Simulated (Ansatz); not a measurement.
**NaF: how the settings move a single-point run**

Question: which choices in the input matter for NaF? The cell is built on a prototype (CsCl type) and needn't be the phase found in nature.

Method: reference: DFT, HSE06, plane waves, PAW, in Ansatz 0.2.0.

1 further run of the same task is left out (it didn't finish).

### Step 1. Starting point

It takes space group Pm-3m (No. 221, cubic). The conventional cell has a = 2.793 Å, b = 2.793 Å, c = 2.793 Å, α = 90.00°, β = 90.00°, γ = 90.00°. Around Na (site symmetry m-3m) lie 8 F at 2.42 Å. F (site symmetry m-3m) is surrounded by 8 Na at 2.42 Å.

Structure file:

```xyz
2
Lattice="2.7935 0.0000 0.0000 0.0000 2.7935 0.0000 0.0000 0.0000 2.7935" Properties=species:S:1:pos:R:3 pbc="T T T"
Na    0.0000    0.0000    0.0000
F     1.3967    1.3967    1.3967
```

### Step 2. Baseline

File input.yaml:

```yaml
crystal:
  lattice:
    - [2.7934852186, 0.0, 0.0]
    - [0.0, 2.7934852186, 0.0]
    - [0.0, 0.0, 2.7934852186]
  atoms:
    - { symbol: Na, position: [0.0, 0.0, 0.0] }
    - { symbol: F, position: [0.5, 0.5, 0.5] }
kpoints:
  mp_grid: { grid: [4, 4, 4] }
hamiltonian:
  xc: hse06
scf:
  occupations: { method: fixed }
  n_extra_bands: 4
output:
  forces: true
  stress: true
  eigenvalues: true
```

Run with:

```
> ansatz run input.yaml --threads 4 --pin off --max-ram 3686MiB --backend cpu --events-out ev --progress --plain --runs-dir out
```

### Step 3. Changing settings: mp_grid.grid [6, 6, 6], xc pbesol

Changes to input.yaml since step 2:

```diff
@@ -9,5 +9,5 @@
 kpoints:
-  mp_grid: { grid: [4, 4, 4] }
+  mp_grid: { grid: [6, 6, 6] }
 hamiltonian:
-  xc: hse06
+  xc: pbesol
 scf:
```

### Step 4. Changing settings: xc wpbeh

Changes to input.yaml since step 2:

```diff
@@ -11,3 +11,3 @@
 hamiltonian:
-  xc: hse06
+  xc: wpbeh
 scf:
```

### Step 5. Variant: xc lc_wpbe

Changes to input.yaml since step 2:

```diff
@@ -11,3 +11,3 @@
 hamiltonian:
-  xc: hse06
+  xc: lc_wpbe
 scf:
```

### Step 6. Changing settings: exchange pbe, correlation pbe, coeff 0.35, omega 0.5

Changes to input.yaml since step 2:

```diff
@@ -11,3 +11,3 @@
 hamiltonian:
-  xc: hse06
+  xc: { exchange: pbe, correlation: pbe, exx: { coeff: 0.35, omega: 0.5 } }
 scf:
```

### Step 7. Changing settings: ecutwfc 900

Changes to input.yaml since step 2:

```diff
@@ -19 +19,3 @@
   eigenvalues: true
+basis:
+  ecutwfc: 900
```

Before running it: what results should come out? Wanted: for each run, ending; energy change; pressure; gap; force.

**Answer**, as computed:

```tsv
run	ending	energy change	pressure (GPa)	gap (eV)	force (eV/Å)	cycles	time
reference	converged	0	1.8	8.33	0.00	13	4.6 s
1: mp_grid.grid [6, 6, 6], xc pbesol	converged	not comparable	1.4	6.00	0.00	6	0.71 s
2: xc wpbeh	converged	not comparable	1.5	8.29	0.00	13	4.7 s
3: xc lc_wpbe	converged	not comparable	2.2	14.19	0.00	15	6.5 s
4: exchange pbe, correlation pbe, coeff 0.35, omega 0.5	converged	not comparable	1.1	8.13	0.00	13	5.1 s
5: ecutwfc 900	converged	-4.5 meV/atom	1.8	8.33	0.00	13	12 s
```

Residual by cycle in the longest SCF loop of each run; runs are numbered as in the table. The quantity is the density residual dr2, in eV.

```tsv
cycle	reference	run 1	run 2	run 3	run 4	run 5
1	0.0194	0.0298	0.0189	0.00375	0.0336	0.0188
2	0.00198	0.00465	0.00193	0.00236	0.00345	0.00195
3	5.7e-4	7.8e-5	5.4e-4	4.0e-4	0.001	6.5e-4
4	8.5e-5	4.1e-6	8.3e-5	9.6e-5	1.5e-4	7.6e-5
5	1.2e-5	1.8e-7	1.3e-5	1.2e-5	2.2e-5	1.2e-5
6	1.9e-5	2.1e-9	2.2e-5	3.6e-6	3.7e-5	1.7e-5
7	4.4e-7	-	4.9e-7	-	9.8e-7	5.1e-7
```

**Reading.** «ecutwfc 900» moves the energy by -4.5 meV/atom. Of the variants the dearest is «ecutwfc 900» (12 s), the cheapest «mp_grid.grid [6, 6, 6], xc pbesol» (0.71 s), on a shared host.
